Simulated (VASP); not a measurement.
Runs of VASP 6.6.1 on SrO. The structure is cubic, space group Fm-3m (No. 225). Conventional cell: a = 5.151 Å, b = 5.151 Å, c = 5.151 Å, α = 90.00°, β = 90.00°, γ = 90.00°. Around Sr (site symmetry m-3m) lie 6 O at 2.58 Å. Around O (site symmetry m-3m) lie 6 Sr at 2.58 Å. The cell was built by a generator and needn't be a form met in nature.

```tsv
task	level	cell	k mesh	cutoff (eV)	grid for exact exchange (PRECFOCK)	screening parameter	gap on the mesh (eV)	pressure (GPa)
electrostatic potential	HSE06	Fm-3m, 17.08 Å³/atom	8 × 8 × 8	520	Fast	0.2 1/A	4.77	(a)
relaxation of cell and atoms	r2SCAN+rVV10	relaxed	10 × 10 × 10	600	-	-	3.70	0.0
band structure	r2SCAN+rVV10	Fm-3m, 17.08 Å³/atom	10 × 10 × 10	520	-	-	3.70	0.1
electrostatic potential	r2SCAN+rVV10	Fm-3m, 17.08 Å³/atom	10 × 10 × 10	520	-	-	3.70	0.1
```

Alike in all rows: potentials or basis VASP PAW PBE potentials, release 64 (Sr_sv, O); no spin polarisation; smearing gaussian 0.02 eV.

Estimate the missing entries.

(a) 0.7.

Caveats: the PAW data sets were made with another functional, which shifts forces and pressure a little.

A k mesh can miss the band edges, and the runs leave out spin-orbit coupling on Sr.
